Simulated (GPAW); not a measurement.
Here is a GPAW 26.7.0 calculation.

The input run.py:

```python
import numpy as np
from ase.dft.bandgap import bandgap
from ase.io import read, write
from ase.units import GPa
from gpaw import GPAW, PW, setup_paths

setup_paths.insert(0, '.')

atoms = read('HfO2.xyz')

calc = GPAW(mode=PW(800),
            xc='AM05',
            kpts={'size': (3, 4, 3), 'gamma': True},
            occupations={'name': 'fermi-dirac', 'width': 0.05},
            nbands=82,
            convergence={'density': 1e-05, 'energy': 1e-05},
            maxiter=150,
            txt='gpaw.txt')
atoms.calc = calc
energy = atoms.get_potential_energy()
forces = atoms.get_forces()
stress = atoms.get_stress()
calc.write('gs.gpw')
write('result.traj', atoms)
print(f'Energy: {energy:.6f} eV')
print('Forces (eV/A):')
print(forces.round(4))
print('Stress (GPa):', (stress / GPa).round(3))
print('Fermi level:', round(calc.get_fermi_level(), 4), 'eV')
print(f'Gap: {bandgap(calc)[0]:.4f} eV, direct: {bandgap(calc, direct=True)[0]:.4f} eV')

dense = calc.fixed_density(kpts={'size': (4, 6, 4), 'gamma': True}, update_fermi_level=True,
                           nbands=115, convergence={'bands': 'CBM+6.0', 'eigenstates': 1e-6}, txt='dos.txt')
ef = dense.get_fermi_level()
dos = dense.dos(shift_fermi_level=False)
energies = np.linspace(ef - 14, ef + 6, 401)
spins = [None]
columns = [energies] + [dos.raw_dos(energies, spin=s, width=0.1) for s in spins]
for symbol, l in [('Hf', 0), ('Hf', 1), ('Hf', 2), ('O', 0), ('O', 1)]:
    for s in spins:
        columns.append(sum(dos.raw_pdos(energies, a=a.index, l=l, spin=s, width=0.1)
                           for a in atoms if a.symbol == symbol))
np.savetxt('dos.dat', np.array(columns).T, fmt='%.4f')
print('Fermi level on the dense mesh:', round(ef, 4), 'eV')
```

File HfO2.xyz:

```xyz
12
Lattice="5.2194633600 0.0000000000 0.0000000000 0.0000000000 5.0047636900 0.0000000000 0.0000000000 0.0000000000 5.0326850500" Properties=species:S:1:pos:R:3 pbc="T T T"
Hf     5.0471897523      3.6660936021      3.7314357649
Hf     2.7820052877      3.6660936021      1.2150932399
Hf     2.4374580723      1.3386700879      3.7314357649
Hf     0.1722736077      1.3386700879      1.2150932399
O      3.2993660641      4.6476507788      4.4250751944
O      4.5298289759      4.6476507788      1.9087326694
O      1.2210857283      2.7019870855      2.4775525514
O      1.3886459517      2.7019870855      4.9938950764
O      3.9983776317      2.3027766045      4.9938950764
O      3.8308174083      2.3027766045      2.4775525514
O      0.6896343841      0.3571129112      4.4250751944
O      1.9200972959      0.3571129112      1.9087326694
```

Potentials or basis: PAW data sets generated in the run's folder for this functional, pw.

Launch:

```sh
$ gpaw-setup -f AM05 Hf O
$ OMP_NUM_THREADS=1 python run.py
```

Problem. Estimate the pressure.

Solution. 2.7 GPa.

Problem. What does it give for the band gap on the k mesh?

Solution. 4.35 eV, indirect (least direct gap 4.55 eV).

Problem. Estimate the largest force.

Solution. 0.154 eV/Å.

States per cell in windows of 1 eV (zero at the valence-band top; states under -8 eV left out):
| from (eV) | total |
| --- | --- |
| -8.0 | 0.00 |
| -7.0 | 0.00 |
| -6.0 | 2.53 |
| -5.0 | 9.23 |
| -4.0 | 8.52 |
| -3.0 | 8.49 |
| -2.0 | 10.74 |
| -1.0 | 8.46 |
| 0.0 | 0.03 |
| 1.0 | 0.00 |
| 2.0 | 0.00 |
| 3.0 | 0.00 |
| 4.0 | 4.02 |
| 5.0 | 7.70 |
| 6.0 | 6.95 |

Caveat: the k mesh is coarse; spin-orbit coupling is left out, which moves the levels of the heavy elements; an odd mesh through Γ misses points on the zone boundary, where band edges often lie.
